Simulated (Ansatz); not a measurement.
The reference is KBr in the rock salt structure (space group Fm-3m, No. 225; a = 6.7052 Å).

Levels (all Ansatz, a program for electronic structure, PAW): PBE (420 eV, scalar-relativistic without spin-orbit coupling); r2SCAN (500 eV, without spin-orbit coupling).

Levels that relaxed their own cell: PBE and r2SCAN.

```json
[
 {"level": "PBE", "band gap": "4.31 eV", "lattice parameter a": "6.705 Å"},
 {"level": "r2SCAN", "band gap": "5.07 eV", "lattice parameter a": "6.608 Å"}
]
```

Measured: band gap 7.4 eV (temperature not stated; as listed in Aguado et al., arXiv (1998)); lattice parameter a 6.541 Å (0 K or low temperature; as listed in Klaus Doll, Hermann Stoll, Phys. Rev. B (1998)).

Computed minus measured — band gap: PBE -3.09 eV, r2SCAN -2.33 eV (closest: r2SCAN); lattice parameter a: PBE +2.5 %, r2SCAN +1.0 % (closest: r2SCAN). Measured values not marked as corrected hold thermal and zero-point effects that the static-lattice runs lack. A measured gap can be an optical one, lowered by exciton binding. Levels without spin-orbit coupling miss its effect on the gap.

Whether these cells are dynamically stable was not tested.
